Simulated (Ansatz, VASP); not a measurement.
One calculation of AlN, two programs

The input INCAR:

```
PREC = Accurate
ENCUT = 520
EDIFF = 1E-6
ISMEAR = 0
SIGMA = 0.05
LREAL = False
LASPH = True
NELM = 100
ALGO = Normal
ISIF = 2
LWAVE = False
LCHARG = True
GGA = PE
LELF = True
LVHAR = True
NBANDS = 16
```

KPOINTS

```
regular mesh
0
Gamma
  9 9 6
```

The input POSCAR:

```
AlN
1.0
    3.3274859283      0.0000000000      0.0000000000
   -1.6637429642      2.8816873446      0.0000000000
    0.0000000000      0.0000000000      3.9863281421
Al N
2 2
Direct
    0.3333333333      0.6666666667      0.7500000000
    0.6666666667      0.3333333333      0.2500000000
    0.3333333333      0.6666666667      0.2500000000
    0.6666666667      0.3333333333      0.7500000000
```

Input for Ansatz:

```yaml
crystal:
  lattice:
    - [3.3274859283, 0.0, 0.0]
    - [-1.6637429642, 2.8816873446, 0.0]
    - [0.0, 0.0, 3.9863281421]
  atoms:
    - { symbol: Al, position: [0.3333333333, 0.6666666667, 0.75] }
    - { symbol: Al, position: [0.6666666667, 0.3333333333, 0.25] }
    - { symbol: "N", position: [0.3333333333, 0.6666666667, 0.25] }
    - { symbol: "N", position: [0.6666666667, 0.3333333333, 0.75] }
basis:
  ecutwfc: 520.0
kpoints:
  mp_grid: { grid: [9, 9, 6] }
hamiltonian:
  xc: pbe
  pseudopotentials: { kind: paw, azcp: { folder: soft_1 } }
scf:
  occupations: { method: gaussian, width: 0.05 }
output:
  forces: true
  stress: true
  eigenvalues: true
  write_density: true
  write_potential: true
  elf: true
  volumetric_format: npy
```

Alike in both runs: task single point; functional PBE; k mesh 9 × 9 × 6; occupations gaussian, width 0.05 eV; no spin polarisation.

|  | VASP | Ansatz |
| --- | --- | --- |
| version | VASP 6.6.1 | Ansatz 0.2.0 |
| potentials or method | VASP PAW PBE potentials, release 64 (Al, N) | scalar-relativistic, plane waves, PAW |
| plane-wave cutoff (eV) | 520 | 520 |
| valence electrons in the cell | 16 | 16 |

VASP gave:

| Item | Value |
| --- | --- |
| gap on the k mesh at the Fermi level (eV) | 3.70 |
| least direct gap on the mesh (eV) | 3.70 |
| pressure (GPa) | 8.5 |
| largest component of the traceless stress (GPa) | 7.73 |

**Question.** Estimate Ansatz's values.

**Answer.** gap on the k mesh at the Fermi level (eV): 3.69; least direct gap on the mesh (eV): 3.69; pressure (GPa): 8.6; largest component of the traceless stress (GPa): 7.58.

With one functional, cell and mesh, what is left measures potentials, basis and numerics.

Caveats: an odd mesh through Γ misses points on the zone boundary, where band edges often lie.
